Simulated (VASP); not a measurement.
# Mg12O (a cell with a defect) in VASP: further runs

One crystal, Mg12O (a cell with a defect), is run at these levels: PBEsol; tasks: single point, molecular dynamics.

Program: VASP 6.6.1. These are calculated values, not measurements. Logs are shortened: lines on timing, memory, paths and dates and some standing lists are left out, and cuts for length are marked.

### 1 Starting point

The cell holds a defect, 13 atoms: a = 6.420 Å, b = 9.630 Å, c = 5.213 Å, α = 90.00°, β = 90.00°, γ = 120.00°.

The cell was built by a generator and needn't be a form met in nature.

### 2 Single point, PBEsol

The input, INCAR:

```
  PREC = Accurate
  ENCUT = 520
  EDIFF = 1E-6
  ISMEAR = -1
  SIGMA = 0.05
  LREAL = F
  LASPH = T
  NELM = 100
  ALGO = Fast
  ISIF = 2
  LWAVE = F
  LCHARG = F
  GGA = PS
  NBANDS = 27
```

The input, KPOINTS:

```
Automatic mesh
0
Gamma
  2 2 2
```

The input, POSCAR:

```
Mg12O
1.0
    6.4200000000      0.0000000000      0.0000000000
   -4.8150000000      8.3398250000      0.0000000000
    0.0000000000      0.0000000000      5.2130400000
Mg O
12 1
Direct
   -0.0258675871     -0.0314994619      0.0241893406
    0.0732848701      0.2387100449      0.5452288876
   -0.1830377184      0.2617441013      0.0508148796
    0.1877309225      0.5586568063      0.4458818655
    0.0997603404      0.6876763002     -0.0764812854
    0.2634497468      0.9352954049      0.5333931832
    0.4446722052     -0.0012470286      0.0313444746
    0.6421335229      0.2270191521      0.4990562129
    0.3815747564      0.3493478580      0.1059266762
    0.8581982301      0.5953961864      0.4422755245
    0.5366170313      0.6608891673     -0.0772869573
    0.6730190607      0.8544303987      0.4665799610
    0.9182936802      0.4478391333      0.2474947439
```

Potentials or basis: VASP PAW PBE potentials, release 64 (Mg, O).

The run is started by

```console
$ cat potpaw_PBE.64/Mg/POTCAR potpaw_PBE.64/O/POTCAR > POTCAR
$ mpirun -np 1 vasp_std > vasp.out
```

OUTCAR:

```text
PREC = Accurate
   ENCUT = 520
   EDIFF = 1E-6
   ISMEAR = -1
   LREAL = F
   LASPH = T
   NELM = 100
   ISIF = 2
   GGA = PS

 ion  position               nearest neighbor table
   1  0.974  0.969  0.024-  12 2.85   7 2.89  11 2.94   5 3.23   6 3.27   9 3.30   6 3.35  12 3.36
                             2 3.43   3 3.44   7 3.55   2 3.59
   2  0.073  0.239  0.545-   8 2.72   4 2.84   9 2.86   3 3.12   3 3.17  12 3.31   9 3.39   1 3.43
                             1 3.59
   3  0.817  0.262  0.051-  13 1.88   7 2.47   8 2.54   8 3.04   2 3.12   2 3.17   9 3.30   9 3.31
                             4 3.36   1 3.44   5 3.62
   4  0.188  0.559  0.446-  13 1.83  10 2.31   2 2.84   5 2.96  12 2.99  11 3.16   5 3.16  11 3.35
                             9 3.36   3 3.36   8 3.37   6 3.44
   5  0.100  0.688  0.924-  13 2.62   7 2.75  10 2.85   6 2.90  11 2.94   4 2.96  10 3.02   4 3.16
                             1 3.23  11 3.49   3 3.62
   6  0.263  0.935  0.533-   8 2.65   7 2.78   7 2.80   5 2.90  10 3.03  12 3.11   1 3.27   1 3.35
                             4 3.44  12 3.48
   7  0.445  0.999  0.031-   3 2.47   5 2.75   6 2.78   6 2.80   1 2.89   8 3.10  12 3.36   8 3.37
                             1 3.55   9 3.62  11 3.63
   8  0.642  0.227  0.499-  13 2.37   3 2.54   6 2.65   2 2.72   3 3.04   7 3.10  10 3.11   9 3.22
                             7 3.37   4 3.37
   9  0.382  0.349  0.106-  11 2.81   2 2.86   8 3.22  10 3.29   3 3.30   1 3.30   3 3.31   4 3.36
                             2 3.39   7 3.62
  10  0.858  0.595  0.442-  13 1.94   4 2.31   5 2.85   5 3.02   6 3.03   8 3.11  12 3.26   9 3.29
                            11 3.50  11 3.65
  11  0.537  0.661  0.923-   9 2.81  12 2.87   1 2.94   5 2.94   4 3.16  12 3.26   4 3.35   5 3.49
                            10 3.50   7 3.63  10 3.65
  12  0.673  0.854  0.467-   1 2.85  11 2.87   4 2.99   6 3.11  10 3.26  11 3.26   2 3.31   7 3.36
                             1 3.36   6 3.48
  13  0.918  0.448  0.247-   4 1.83   3 1.88  10 1.94   8 2.37   5 2.62

  LATTYP: Found a simple monoclinic cell.
 ALAT       =     6.4200000000
 B/A-ratio  =     0.8120000000
 C/A-ratio  =     1.3228757108
 COS(beta)  =    -0.1889822286

  Lattice vectors:

 A1 = (   6.4200000000,   0.0000000000,   0.0000000000)
 A2 = (   0.0000000000,   0.0000000000,   5.2130400000)
 A3 = (  -1.6050000000,  -8.3398250000,   0.0000000000)

Analysis of symmetry for initial positions (statically):
=====================================================================
 Subroutine PRICEL returns:
 Original cell was already a primitive cell.

 Routine SETGRP: Setting up the symmetry group for a
 simple monoclinic supercell.

 Subroutine GETGRP returns: Found  1 space group operations
[... 139 lines left out ...]
   IALGO  =     68    algorithm
   IMIX   =      4    mixing-type and parameters
     AMIX     =   0.40;   BMIX     =  1.00
     AMIX_MAG =   1.60;   BMIX_MAG =  1.00
  volume/ion in A,a.u.               =      21.47       144.89
  Fermi-wavevector in a.u.,A,eV,Ry     =   0.778373  1.470911  8.243280  0.605864
  Thomas-Fermi vector in A             =   1.881255
   LORBIT       =      0    0 simple, 1 ext, 2 COOP (PROOUT), +10 PAW based schemes
   GGA     = PS    functional components
   LHFCALC =     F    Hartree Fock is set to
   AEXX    =    0.0000 exact exchange contribution
   IVDW    =     0    specifies the selected vdW correction
   LEPSILON=     F    determine dielectric tensor
   LRPA    =     F    only Hartree local field effects (RPA)
 non-spin polarized calculation
 RMM-DIIS sequential band-by-band and
  energy-cutoff  :      520.00
  volume of cell :      279.11
 maximum number of plane-waves:      7532
 NGX is ok and might be reduce to    48
   NGX = 23   NGY = 35   NGZ = 19

 number of electron      30.0000000 magnetization

 Free energy of the ion-electron system (eV)
  ---------------------------------------------------
  ext. energy  EPLUGINS =         0.00000000
  ---------------------------------------------------
  free energy    TOTEN  =       -25.01082345 eV

  energy without entropy =      -24.94838679  energy(sigma->0) =      -24.97960512

 E-fermi :   2.5778     XC(G=0):  -8.5858

 val. band max:        2.5718651523   @ k =   0.0000   0.0000   0.0000
 cond. band min:       2.6321419175   @ k =   0.0000   0.0000   0.5000
 fundamental gap:      0.0602767652
 Fermi energy:         2.5778480530

 k-point     1 :       0.0000    0.0000    0.0000
  band No.  band energies     occupation
      1     -16.7723      2.00000
      2      -3.9845      2.00000
      3      -3.9359      2.00000
      4      -2.9200      2.00000
      5      -2.8422      2.00000
      6      -1.4925      2.00000
[... 229 lines left out ...]
     26       6.4557      0.00000
     27       6.7346      0.00000

------------------------ aborting loop because EDIFF is reached ----------------------------------------

  FORCE on cell =-STRESS in cart. coord.  units (eV):
  Direction    XX          YY          ZZ          XY          YZ          ZX
  --------------------------------------------------------------------------------------
  -------------------------------------------------------------------------------------
  Total        9.6339053      8.1961950      9.9537505      5.0910752      0.4904710      0.1943601
  in kB       55.3006114     47.0478564     57.1365890     29.2238260      2.8154050      1.1156670
  external PRESSURE =      53.1616856 kB  Pullay stress =       0.0000000 kB

 VOLUME and BASIS-vectors are now :
 -----------------------------------------------------------------------------
  energy-cutoff  :      520.00
  volume of cell :      279.11
      direct lattice vectors                 reciprocal lattice vectors
     6.420000000  0.000000000  0.000000000     0.155763240  0.089929945  0.000000000
    -4.815000000  8.339825000  0.000000000     0.000000000  0.119906593  0.000000000
     0.000000000  0.000000000  5.213040000     0.000000000  0.000000000  0.191826650

 POSITION                                       TOTAL-FORCE (eV/Angst)
 -----------------------------------------------------------------------------------
      1.59060      8.07713      0.12610        -0.023639      0.521063     -0.451491
     -0.67890      1.99080      2.84230         1.322792     -1.051875      0.830298
      3.98460      2.18290      0.26490         1.619512      1.291284     -1.826632
     -1.48470      4.65910      2.32440         3.751812      0.699659      0.644487
     -2.67070      5.73510      4.81434        -0.382863     -0.695210      0.424131
     -2.81210      7.80020      2.78060        -0.994473     -0.825911     -0.123748
     -1.95420      8.32942      0.16340         0.239453     -0.951608     -0.054555
      3.02940      1.89330      2.60160        -0.970620      0.691374      1.119592
      0.76760      2.91350      0.55220         0.416425     -0.536539     -0.432995
      2.64280      4.96550      2.30560        -3.521250      0.409605     -0.090541
      0.26290      5.51170      4.81014         0.175868      0.148834      0.021686
      0.20670      7.12580      2.43230        -0.201655      0.448263      0.170868
      3.73910      3.73490      1.29020        -1.431361     -0.148939     -0.231101
 -----------------------------------------------------------------------------------
    total drift:                                0.000043      0.000093      0.000461

  FREE ENERGIE OF THE ION-ELECTRON SYSTEM (eV)
  ---------------------------------------------------
  free  energy   TOTEN  =       -25.0108234479 eV

  energy  without entropy=      -24.9483867901  energy(sigma->0) =      -24.97960512
```

stdout:

```text
POSCAR found type information on POSCAR MgO
 POSCAR found :  2 types and      13 ions
 scaLAPACK will be used
 -----------------------------------------------------------------------------
|                                                                             |
|                                                                             |
|     You enforced a specific xc type in the INCAR file but a different       |
|     I HOPE YOU KNOW WHAT YOU ARE DOING!                                     |
|                                                                             |
 -----------------------------------------------------------------------------

 LDA part: xc-table for (Slater+PW92), standard interpolation
 POSCAR, INCAR and KPOINTS ok, starting setup
 FFT: planning ... GRIDC
 FFT: planning ... GRID_SOFT
 FFT: planning ... GRID
 WAVECAR not read
 entering main loop
```

Wall time 1.7 min (1 thread of Intel Xeon Platinum 8559C (Emerald Rapids), shared host); peak memory 0.34 GiB.

What came out:

* Free energy: -25.0108 eV
* Pressure: 5.3 GPa
* Largest force: 3.871 eV/Å
* Band gap on the k mesh: none (metal or under the smearing width)

Forces in eV/Å, atoms in the order of the input:
```
Mg  -0.024  0.521 -0.451
Mg   1.323 -1.052  0.830
Mg   1.620  1.291 -1.827
Mg   3.752  0.700  0.644
Mg  -0.383 -0.695  0.424
Mg  -0.994 -0.826 -0.124
Mg   0.239 -0.952 -0.055
Mg  -0.971  0.691  1.120
Mg   0.416 -0.537 -0.433
Mg  -3.521  0.410 -0.091
Mg   0.176  0.149  0.022
Mg  -0.202  0.448  0.171
O   -1.431 -0.149 -0.231
```

Caveat: the k mesh is coarse (spacing up to 0.60 Å⁻¹), so the values aren't converged; the PAW data sets were made with another functional, which shifts forces and pressure a little.

### 3 Single point, PBEsol

The input, INCAR:

```
SYSTEM = Mg12O
ALGO = Normal ; EDIFF = 1E-7
ENCUT = 520 ; GGA = PS
ISIF = 2 ; ISMEAR = -1
LASPH = .True. ; LCHARG = .False.
LREAL = .False. ; LWAVE = .False.
NBANDS = 27 ; NELM = 100
PREC = Accurate ; SIGMA = 0.05
```

The input, KPOINTS:

```
k-points
0
Gamma
  2 2 2
  0 0 0
```

The input, POSCAR:

```
Mg12O
1.0
    6.4200000000      0.0000000000      0.0000000000
   -4.8150000000      8.3398250000      0.0000000000
    0.0000000000      0.0000000000      5.2130400000
Mg O
12 1
Direct
    0.0110000478      0.0229741032     -0.0423361417
    0.0169185108      0.1666701639      0.4989219342
   -0.0409845639      0.3093829907     -0.0358140356
    0.3045600379      0.5491122416      0.5197351258
    0.1052075994      0.6645343278     -0.1111443611
    0.1628134686      0.9298156736      0.5537076255
    0.4326577348     -0.0331541729      0.1123336863
    0.5632845325      0.2866846726      0.4998043368
    0.3398085836      0.3103782154      0.1058115802
    0.7743267190      0.6339101840      0.3092245599
    0.5870953966      0.6365841010     -0.0671201449
    0.6888133539      0.8801623535      0.5607476636
    0.9273955861      0.4164236060      0.3796249405
```

Potentials or basis: VASP PAW PBE potentials, release 64 (Mg, O).

The run is started by

```console
$ cat potpaw_PBE.64/Mg/POTCAR potpaw_PBE.64/O/POTCAR > POTCAR
$ mpirun -np 1 vasp_std > vasp.out
```

OUTCAR:

```text
SYSTEM = Mg12O
   EDIFF = 1E-7
   ENCUT = 520
   GGA = PS
   ISIF = 2
   ISMEAR = -1
   LASPH = .True.
   LREAL = .False.
   NELM = 100
   PREC = Accurate

 ion  position               nearest neighbor table
   1  0.011  0.023  0.958-   9 2.62   6 2.66   2 2.75  12 2.76   3 2.94   7 3.12   2 3.13  11 3.34
                             6 3.50   7 3.57  12 3.63
   2  0.017  0.167  0.499-  12 2.52   9 2.75   1 2.75  13 2.81   6 2.88   3 2.90   8 3.10   1 3.13
                             4 3.19   3 3.21   8 3.63   9 3.65
   3  0.959  0.309  0.964-  13 2.45   9 2.55   2 2.90   1 2.94   5 3.09   2 3.21   4 3.24   7 3.43
                             8 3.44
   4  0.305  0.549  0.520-  13 2.22  11 2.67   5 2.83  12 2.90  10 2.92   2 3.19   3 3.24   9 3.24
                            11 3.44   8 3.65
   5  0.105  0.665  0.889-   4 2.83   7 2.85   6 2.96  10 2.96   3 3.09  11 3.21  11 3.24  10 3.62

   6  0.163  0.930  0.554-   1 2.66   7 2.79  12 2.83   2 2.88   5 2.96  10 2.98   8 3.11   7 3.32
                             1 3.50  12 3.64
   7  0.433  0.967  0.112-   6 2.79   5 2.85   1 3.12  12 3.20   6 3.32   8 3.42   3 3.43   1 3.57
                            12 3.61   9 3.64
   8  0.563  0.287  0.500-  13 2.12   9 2.58  10 3.08   2 3.10   6 3.11   7 3.42   3 3.44   9 3.52
                             2 3.63   4 3.65
   9  0.340  0.310  0.106-   3 2.55   8 2.58   1 2.62   2 2.75  11 2.87  10 3.15   4 3.24   8 3.52
                             7 3.64   2 3.65
  10  0.774  0.634  0.309-  11 2.31  13 2.75   4 2.92   5 2.96   6 2.98  12 2.99   8 3.08   9 3.15
                            11 3.47   5 3.62
  11  0.587  0.637  0.933-  10 2.31   4 2.67  12 2.86   9 2.87   5 3.21   5 3.24   1 3.34   4 3.44
                            10 3.47
  12  0.689  0.880  0.561-   2 2.52   1 2.76   6 2.83  11 2.86   4 2.90  10 2.99   7 3.20   7 3.61
                             1 3.63   6 3.64
  13  0.927  0.416  0.380-   8 2.12   4 2.22   3 2.45  10 2.75   2 2.81

  LATTYP: Found a simple monoclinic cell.
 ALAT       =     6.4200000000
 B/A-ratio  =     0.8120000000
 C/A-ratio  =     1.3228757108
 COS(beta)  =    -0.1889822286

  Lattice vectors:

[... 169 lines left out ...]
 maximum number of plane-waves:      7532
 NGX is ok and might be reduce to    48
   NGX = 23   NGY = 35   NGZ = 19

 number of electron      30.0000001 magnetization

 Free energy of the ion-electron system (eV)
  ---------------------------------------------------
  ext. energy  EPLUGINS =         0.00000000
  ---------------------------------------------------
  free energy    TOTEN  =       -23.80385885 eV

  energy without entropy =      -23.75164236  energy(sigma->0) =      -23.77775060

 E-fermi :   2.4357     XC(G=0):  -8.5907

 val. band max:        2.4347612882   @ k =   0.0000   0.0000   0.5000
 cond. band min:       2.5110250272   @ k =   0.5000   0.5000   0.0000
 fundamental gap:      0.0762637390
 Fermi energy:         2.4356977725

 k-point     1 :       0.0000    0.0000    0.0000
  band No.  band energies     occupation
      1     -14.7006      2.00000
      2      -4.2216      2.00000
      3      -2.5820      2.00000
      4      -2.0299      2.00000
      5      -1.7279      2.00000
      6      -0.9580      2.00000
[... 229 lines left out ...]
     26       6.2292      0.00000
     27       6.4523      0.00000

------------------------ aborting loop because EDIFF is reached ----------------------------------------

  FORCE on cell =-STRESS in cart. coord.  units (eV):
  Direction    XX          YY          ZZ          XY          YZ          ZX
  --------------------------------------------------------------------------------------
  -------------------------------------------------------------------------------------
  Total        2.3647361      5.8216856     13.3059073      2.1067284      0.6835442      5.0359601
  in kB       13.5740752     33.4176806     76.3786634     12.0930572      3.9236855     28.9074537
  external PRESSURE =      41.1234731 kB  Pullay stress =       0.0000000 kB

 VOLUME and BASIS-vectors are now :
 -----------------------------------------------------------------------------
  energy-cutoff  :      520.00
  volume of cell :      279.11
      direct lattice vectors                 reciprocal lattice vectors
     6.420000000  0.000000000  0.000000000     0.155763240  0.089929945  0.000000000
    -4.815000000  8.339825000  0.000000000     0.000000000  0.119906593  0.000000000
     0.000000000  0.000000000  5.213040000     0.000000000  0.000000000  0.191826650

 POSITION                                       TOTAL-FORCE (eV/Angst)
 -----------------------------------------------------------------------------------
     -0.04000      0.19160      4.99234        -0.412201     -1.191277      1.706171
     -0.69390      1.39000      2.60090        -0.368358      1.738461     -0.649056
      4.66720      2.58020      5.02634        -2.006084      0.539238      0.912783
     -0.68870      4.57950      2.70940        -1.325554     -1.474314     -1.616080
     -2.52430      5.54210      4.63364        -0.370173     -0.307823      0.172995
     -3.43180      7.75450      2.88650         0.742458     -0.003857     -0.298231
     -1.87770      8.06332      0.58560         0.717717      0.681628     -0.491636
      2.23590      2.39090      2.60550         1.676289      0.441448      1.017829
      0.68710      2.58850      0.55160         1.452230      0.864606     -1.064699
      1.91890      5.28670      1.61200         2.177997     -0.473588      2.556234
      0.70400      5.30900      4.86314        -1.040639      0.496714     -1.739827
      0.18420      7.34040      2.92320        -1.416074     -1.071927     -0.488969
      3.94880      3.47290      1.97900         0.172391     -0.239308     -0.017514
 -----------------------------------------------------------------------------------
    total drift:                               -0.000247      0.000641      0.000515

  FREE ENERGIE OF THE ION-ELECTRON SYSTEM (eV)
  ---------------------------------------------------
  free  energy   TOTEN  =       -23.8038588470 eV

  energy  without entropy=      -23.7516423569  energy(sigma->0) =      -23.77775060
```

OSZICAR:

```text
N       E                     dE             d eps       ncg     rms          rms(c)
DAV:   1     0.696208043849E+02    0.69621E+02   -0.93449E+03   432   0.823E+02
DAV:   2    -0.139058972003E+02   -0.83527E+02   -0.75636E+02   558   0.119E+02
DAV:   3    -0.265739615464E+02   -0.12668E+02   -0.12407E+02   559   0.425E+01
DAV:   4    -0.268061383090E+02   -0.23218E+00   -0.23172E+00   501   0.620E+00
DAV:   5    -0.268080916913E+02   -0.19534E-02   -0.19531E-02   538   0.644E-01    0.892E+00
DAV:   6    -0.243669457898E+02    0.24411E+01   -0.16333E+01   562   0.193E+01    0.696E+00
DAV:   7    -0.239069776276E+02    0.45997E+00   -0.34341E+00   470   0.895E+00    0.196E+00
DAV:   8    -0.238126024371E+02    0.94375E-01   -0.46810E-01   480   0.352E+00    0.645E-01
DAV:   9    -0.238074537880E+02    0.51486E-02   -0.75938E-02   519   0.113E+00    0.430E-01
DAV:  10    -0.238039205184E+02    0.35333E-02   -0.90514E-03   557   0.499E-01    0.973E-02
DAV:  11    -0.238039251349E+02   -0.46165E-05   -0.20302E-03   470   0.194E-01    0.758E-02
DAV:  12    -0.238038579698E+02    0.67165E-04   -0.25986E-04   514   0.787E-02    0.943E-03
DAV:  13    -0.238038587052E+02   -0.73545E-06   -0.11542E-05   479   0.203E-02    0.503E-03
DAV:  14    -0.238038588020E+02   -0.96770E-07   -0.21394E-06   632   0.735E-03    0.101E-03
DAV:  15    -0.238038588470E+02   -0.44970E-07   -0.29672E-07   460   0.261E-03
   1 F= -.23803859E+02 E0= -.23777751E+02  d E =-.522165E-01
```

It took 2.4 min on 1 thread of Intel Xeon Platinum 8559C (Emerald Rapids), shared host; peak memory 0.33 GiB.

Results:

```
Free energy            : -23.8039 eV
Pressure               : 4.1 GPa
Largest force          : 3.392 eV/Å
Band gap on the k mesh : none (metal or under the smearing width)
```

Forces in eV/Å, atoms in the order of the input:
```
Mg  -0.412 -1.191  1.706
Mg  -0.368  1.738 -0.649
Mg  -2.006  0.539  0.913
Mg  -1.326 -1.474 -1.616
Mg  -0.370 -0.308  0.173
Mg   0.742 -0.004 -0.298
Mg   0.718  0.682 -0.492
Mg   1.676  0.441  1.018
Mg   1.452  0.865 -1.065
Mg   2.178 -0.474  2.556
Mg  -1.041  0.497 -1.740
Mg  -1.416 -1.072 -0.489
O    0.172 -0.239 -0.018
```

Caveat: the k mesh is coarse (spacing up to 0.60 Å⁻¹), so the values aren't converged; the PAW data sets were made with another functional, which shifts forces and pressure a little.

[end of part 1 of 2]
